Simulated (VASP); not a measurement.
# HfN (Fm-3m) in VASP: notebook

Runs on HfN. Level: PBE. Tasks: relaxation of cell and atoms.

Everything below comes from runs of VASP 6.6.1. Logs are shortened: lines on timing, memory, paths and dates and some standing lists are left out, and cuts for length are marked.

**1. Starting point**

Symmetry: Fm-3m, No. 225, cubic system. Conventional cell: a = 4.512 Å, b = 4.512 Å, c = 4.512 Å, α = 90.00°, β = 90.00°, γ = 90.00°. Hf (site symmetry m-3m) is surrounded by 6 N at 2.26 Å. Around N (site symmetry m-3m) lie 6 Hf at 2.26 Å.

**2. Relaxation of cell and atoms, PBE**

Contents of INCAR:

```
PREC = Accurate ; ENCUT = 600
EDIFF = 1E-6 ; ISMEAR = 1
SIGMA = 0.1 ; LREAL = F
LASPH = T ; NELM = 80
ALGO = Normal ; ISIF = 3
LWAVE = F ; LCHARG = F
GGA = PE ; IBRION = 2
NSW = 90 ; EDIFFG = -0.01
KPAR = 2
```

Contents of KPOINTS:

```
Automatic mesh
0
Gamma
  14 14 14
```

Contents of POSCAR:

```
HfN
1.0
    0.0000000000      2.2560000000      2.2560000000
    2.2560000000      0.0000000000      2.2560000000
    2.2560000000      2.2560000000      0.0000000000
Hf N
1 1
Direct
    0.0000000000      0.0000000000      0.0000000000
    0.5000000000      0.5000000000      0.5000000000
```

Potentials or basis: VASP PAW PBE potentials, release 64 (Hf_pv, N).

Run with:

```console
$ cat potpaw_PBE.64/Hf_pv/POTCAR potpaw_PBE.64/N/POTCAR > POTCAR
$ mpirun -np 2 vasp_std > vasp.out
```

OUTCAR:

```text
PREC = Accurate
   ENCUT = 600
   EDIFF = 1E-6
   ISMEAR = 1
   LREAL = F
   LASPH = T
   NELM = 80
   ISIF = 3
   GGA = PE
   IBRION = 2
   NSW = 90
   EDIFFG = -0.01

 ion  position               nearest neighbor table
   1  0.000  0.000  0.000-   2 2.26   2 2.26   2 2.26   2 2.26   2 2.26   2 2.26
   2  0.500  0.500  0.500-   1 2.26   1 2.26   1 2.26   1 2.26   1 2.26   1 2.26

  LATTYP: Found a face centered cubic cell.
 ALAT       =     4.5120000000

  Lattice vectors:

 A1 = (   0.0000000000,   2.2560000000,   2.2560000000)
 A2 = (   2.2560000000,   0.0000000000,   2.2560000000)
 A3 = (   2.2560000000,   2.2560000000,   0.0000000000)

Analysis of symmetry for initial positions (statically):
=====================================================================
 Subroutine PRICEL returns:
 Original cell was already a primitive cell.

 Routine SETGRP: Setting up the symmetry group for a
 face centered cubic supercell.

 Subroutine GETGRP returns: Found 48 space group operations
 (whereof 48 operations were pure point group operations)
 out of a pool of 48 trial point group operations.

The static configuration has the point symmetry O_h .

Analysis of symmetry for dynamics (positions and initial velocities):
=====================================================================
 Subroutine PRICEL returns:
 Original cell was already a primitive cell.

 Routine SETGRP: Setting up the symmetry group for a
 face centered cubic supercell.

 Subroutine GETGRP returns: Found 48 space group operations
 (whereof 48 operations were pure point group operations)
 out of a pool of 48 trial point group operations.

The dynamic configuration has the point symmetry O_h .

 Subroutine INISYM returns: Found 48 space group operations
 (whereof 48 operations are pure point group operations),
 and found     1 'primitive' translations

----------------------------------------------------------------------------------------

                                     Primitive cell

  volume of cell :      22.9640

  direct lattice vectors                    reciprocal lattice vectors
     0.000000000  2.256000000  2.256000000    -0.221631206  0.221631206  0.221631206
     2.256000000  0.000000000  2.256000000     0.221631206 -0.221631206  0.221631206
     2.256000000  2.256000000  0.000000000     0.221631206  0.221631206 -0.221631206

  length of vectors
     3.190465797  3.190465797  3.190465797     0.383876509  0.383876509  0.383876509
[... 103 lines left out ...]
  Fermi-wavevector in a.u.,A,eV,Ry     =   1.420440  2.684242 27.451783  2.017649
  Thomas-Fermi vector in A             =   2.541355
   LORBIT       =      0    0 simple, 1 ext, 2 COOP (PROOUT), +10 PAW based schemes
   GGA     = PE    functional components
   LHFCALC =     F    Hartree Fock is set to
   AEXX    =    0.0000 exact exchange contribution
   IVDW    =     0    specifies the selected vdW correction
   LEPSILON=     F    determine dielectric tensor
   LRPA    =     F    only Hartree local field effects (RPA)
 conjugate gradient relaxation of ions
 non-spin polarized calculation
 Methfessel and Paxton  Order N= 1 SIGMA  =   0.10
  energy-cutoff  :      600.00
  volume of cell :       22.96
 maximum number of plane-waves:       779
 NGX is ok and might be reduce to    28
   NGX = 13   NGY = 13   NGZ = 13

--------------------------------------- Ionic step        1  -------------------------------------------

 number of electron      15.0000002 magnetization

 Free energy of the ion-electron system (eV)
  ---------------------------------------------------
  ext. energy  EPLUGINS =         0.00000000
  ---------------------------------------------------
  free energy    TOTEN  =       -21.75093566 eV

  energy without entropy =      -21.75042574  energy(sigma->0) =      -21.75076569

------------------------ aborting loop because EDIFF is reached ----------------------------------------

  FORCE on cell =-STRESS in cart. coord.  units (eV):
  Direction    XX          YY          ZZ          XY          YZ          ZX
  --------------------------------------------------------------------------------------
  -------------------------------------------------------------------------------------
  Total        0.5831141      0.5831141      0.5831141     -0.0000000      0.0000000      0.0000000
  in kB       40.6833630     40.6833630     40.6833630     -0.0000000      0.0000000      0.0000000
  external PRESSURE =      40.6833630 kB  Pullay stress =       0.0000000 kB
[... 59 lines left out ...]
--------------------------------------- Ionic step        3  -------------------------------------------

 number of electron      15.0000001 magnetization

 Free energy of the ion-electron system (eV)
  ---------------------------------------------------
  ext. energy  EPLUGINS =         0.00000000
  ---------------------------------------------------
  free energy    TOTEN  =       -21.75515010 eV

  energy without entropy =      -21.75460120  energy(sigma->0) =      -21.75496713

 E-fermi :   8.2858     XC(G=0): -12.6762

 val. band max:        8.2657641909   @ k =   0.5000   0.2143   0.0000
 cond. band min:       8.3039446983   @ k =   0.1429   0.0000   0.0000
 fundamental gap:      0.0381805074
 Fermi energy:         8.2858057885

 k-point     1 :       0.0000    0.0000    0.0000
  band No.  band energies     occupation
      1     -22.9053      2.00000
      2     -22.9053      2.00000
      3     -22.9053      2.00000
      4      -9.1566      2.00000
      5       5.2758      2.00000
      6       5.2758      2.00000
      7       5.2758      2.00000
      8       7.9490      2.00002
      9       7.9490      2.00002
     10       7.9490      2.00002
     11       9.9852     -0.00000
[... 309 lines left out ...]
 k-point    24 :       0.2857    0.1429    0.0000
  band No.  band energies     occupation
      1     -23.3683      2.00000
      2     -23.0124      2.00000
      3     -22.9979      2.00000
      4      -7.9241      2.00000
      5       1.5838      2.00000
      6       3.5260      2.00000
      7       3.9003      2.00000
      8       7.2521      2.00000
      9      10.6531      0.00000
     10      10.7757      0.00000
     11      12.0436      0.00000

 [... further k-points ...]

------------------------ aborting loop because EDIFF is reached ----------------------------------------

  FORCE on cell =-STRESS in cart. coord.  units (eV):
  Direction    XX          YY          ZZ          XY          YZ          ZX
  --------------------------------------------------------------------------------------
  -------------------------------------------------------------------------------------
  Total       -0.0032969     -0.0032969     -0.0032969      0.0000000      0.0000000      0.0000000
  in kB       -0.2266704     -0.2266704     -0.2266704      0.0000000      0.0000000      0.0000000
  external PRESSURE =      -0.2266704 kB  Pullay stress =       0.0000000 kB
[... 17 lines left out ...]
  FREE ENERGIE OF THE ION-ELECTRON SYSTEM (eV)
  ---------------------------------------------------
  free  energy   TOTEN  =       -21.7551501028 eV

  energy  without entropy=      -21.7546011965  energy(sigma->0) =      -21.75496713

 reached required accuracy - stopping structural energy minimisation
```

OSZICAR:

```text
N       E                     dE             d eps       ncg     rms          rms(c)
DAV:   1     0.465224761877E+02    0.46522E+02   -0.90045E+03  2288   0.144E+03
[... 23 lines left out ...]
DAV:   1    -0.217938105222E+02   -0.53040E-01   -0.10661E+00  2288   0.105E+01    0.326E+00
DAV:   2    -0.217640846353E+02    0.29726E-01   -0.49710E-02  2363   0.214E+00    0.146E+00
DAV:   3    -0.217554866810E+02    0.85980E-02   -0.17984E-02  2548   0.131E+00    0.948E-01
DAV:   4    -0.217551643100E+02    0.32237E-03   -0.11323E-03  2907   0.349E-01    0.591E-01
DAV:   5    -0.217551505065E+02    0.13803E-04   -0.10709E-04  2742   0.858E-02    0.647E-02
DAV:   6    -0.217551506829E+02   -0.17644E-06   -0.12567E-05  2895   0.340E-02    0.138E-02
DAV:   7    -0.217551501028E+02    0.58011E-06   -0.51084E-07  1477   0.798E-03
   3 F= -.21755150E+02 E0= -.21754967E+02  d E =-.421444E-02
```

Run time: 30 s. Hardware: 2 MPI ranks of Intel Xeon Platinum 8559C (Emerald Rapids), shared host; peak memory 0.18 GiB.

What came out:

```yaml
Free_energy: -21.7552 eV
Relaxed_volume: 11.65 Å³/atom
Relaxed_cell: a = 3.206 Å, b = 3.206 Å, c = 3.206 Å, α = 60.00°, β = 60.00°, γ = 60.00°
Space_group_after_relaxing_to_0.05_Å: Fm-3m (No. 225)
Energy_gained_by_relaxing: 2.1 meV/atom
Ionic_steps: 3
Pressure_after_relaxing: 0.0 GPa
Band_gap_on_the_k_mesh: none (metal or under the smearing width)
```

The path:
```
step  energy change (eV)  largest force (eV/Å)  pressure (GPa)  volume (Å³)
   1              0.0000                0.0000            4.07        22.96
   2              0.0102                0.0000           -6.96        23.95
   3             -0.0042                0.0000           -0.02        23.30
```

Final structure:
```
CELL_PARAMETERS angstrom
0.00000 2.26707 2.26707
2.26707 0.00000 2.26707
2.26707 2.26707 0.00000
ATOMIC_POSITIONS crystal
Hf 0.00000 0.00000 0.00000
N 0.50000 0.50000 0.50000
```

Levels at points of the mesh, in eV from the Fermi level:
| k point | band 4 | band 5 | band 6 | band 7 | band 8 | band 9 | band 10 | band 11 |
| --- | --- | --- | --- | --- | --- | --- | --- | --- |
| (0.00, 0.00, 0.00) | -17.44 | -3.01 | -3.01 | -3.01 | -0.34 | -0.34 | -0.34 | 1.70 |
| (0.50, 0.00, 0.00) | -14.78 | -8.82 | -6.13 | -6.13 | 3.23 | 3.65 | 3.65 | 4.38 |
| (0.50, 0.50, 0.00) | -16.35 | -5.41 | -3.76 | -3.68 | -3.68 | 4.05 | 5.45 | 5.47 |

The run has no spin-orbit coupling, so splittings on Hf are missing. Zero-point motion and thermal expansion aren't in these numbers.

**3. Relaxation of cell and atoms, PBE**

This run uses another cell than the first one, of 11.65 Å³/atom, 1.015 times its volume.

Contents of INCAR:

```
PREC = Accurate ; ENCUT = 600
EDIFF = 1E-7 ; ISMEAR = 1
SIGMA = 0.1 ; LREAL = F
LASPH = T ; NELM = 80
ALGO = Normal ; ISIF = 3
LWAVE = F ; LCHARG = F
GGA = PE ; IBRION = 2
NSW = 90 ; EDIFFG = -0.005
KPAR = 2
```

KPOINTS is that of step 2.

Contents of POSCAR:

```
HfN                                     
1.0
   -0.0000000000      2.2670663808      2.2670663808
    2.2670663808      0.0000000000      2.2670663808
    2.2670663808      2.2670663808      0.0000000000
  Hf              N             
     1     1
Direct
     0.0000000000000000    0.0000000000000000    0.0000000000000000
     0.5000000000000000    0.5000000000000000    0.5000000000000000
```

Potentials or basis: VASP PAW PBE potentials, release 64 (Hf_pv, N).

Run with:

```console
$ cat potpaw_PBE.64/Hf_pv/POTCAR potpaw_PBE.64/N/POTCAR > POTCAR
$ mpirun -np 2 vasp_std > vasp.out
```

OUTCAR:

```text
PREC = Accurate
   ENCUT = 600
   EDIFF = 1E-7
   ISMEAR = 1
   LREAL = F
   LASPH = T
   NELM = 80
   ISIF = 3
   GGA = PE
   IBRION = 2
   NSW = 90
   EDIFFG = -0.005

 ion  position               nearest neighbor table
   1  0.000  0.000  0.000-   2 2.27   2 2.27   2 2.27   2 2.27   2 2.27   2 2.27
   2  0.500  0.500  0.500-   1 2.27   1 2.27   1 2.27   1 2.27   1 2.27   1 2.27

  LATTYP: Found a face centered cubic cell.
 ALAT       =     4.5341327616

  Lattice vectors:
[... 528 lines left out ...]

  FORCE on cell =-STRESS in cart. coord.  units (eV):
  Direction    XX          YY          ZZ          XY          YZ          ZX
  --------------------------------------------------------------------------------------
  -------------------------------------------------------------------------------------
  Total       -0.0046357     -0.0046357     -0.0046357      0.0000000      0.0000000      0.0000000
  in kB       -0.3187137     -0.3187137     -0.3187137      0.0000000      0.0000000      0.0000000
  external PRESSURE =      -0.3187137 kB  Pullay stress =       0.0000000 kB

 VOLUME and BASIS-vectors are now :
 -----------------------------------------------------------------------------
  energy-cutoff  :      600.00
  volume of cell :       23.30
      direct lattice vectors                 reciprocal lattice vectors
     0.000000000  2.267066381  2.267066381    -0.220549343  0.220549343  0.220549343
     2.267066381  0.000000000  2.267066381     0.220549343 -0.220549343  0.220549343
     2.267066381  2.267066381  0.000000000     0.220549343  0.220549343 -0.220549343

 POSITION                                       TOTAL-FORCE (eV/Angst)
 -----------------------------------------------------------------------------------
      0.00000      0.00000      0.00000        -0.000000     -0.000000      0.000000
      2.26707      2.26707      2.26707         0.000000      0.000000     -0.000000
 -----------------------------------------------------------------------------------
    total drift:                                0.000000      0.000000      0.000000

  FREE ENERGIE OF THE ION-ELECTRON SYSTEM (eV)
  ---------------------------------------------------
  free  energy   TOTEN  =       -21.7556156087 eV

  energy  without entropy=      -21.7550670879  energy(sigma->0) =      -21.75543277

 reached required accuracy - stopping structural energy minimisation
```

CONTCAR:

```text
HfN
   1.00000000000000
     0.0000000000000000    2.2670663807999998    2.2670663807999998
     2.2670663807999998    0.0000000000000000    2.2670663807999998
     2.2670663807999998    2.2670663807999998    0.0000000000000000
  Hf              N
     1     1
Direct
     0.0000000000000000    0.0000000000000000    0.0000000000000000
     0.5000000000000000    0.5000000000000000    0.5000000000000000

  0.00000000E+00  0.00000000E+00  0.00000000E+00
  0.00000000E+00  0.00000000E+00  0.00000000E+00
```

Run time: 16 s. Hardware: 2 MPI ranks of Intel Xeon Platinum 8559C (Emerald Rapids), shared host; peak memory 0.17 GiB.

What came out:

| Quantity | Value |
| --- | --- |
| Free energy | -21.7556 eV |
| Pressure after relaxing | 0.0 GPa |
| Band gap on the k mesh | none (metal or under the smearing width) |

Final structure:
```
Hf N
1.0
     0.00000    2.26707    2.26707
     2.26707    0.00000    2.26707
     2.26707    2.26707    0.00000
Hf N
1 1
Direct
  0.00000 0.00000 0.00000
  0.50000 0.50000 0.50000
```

Caveat: the relaxation stopped at its first step, so nothing moved. The run has no spin-orbit coupling, so splittings on Hf are missing.
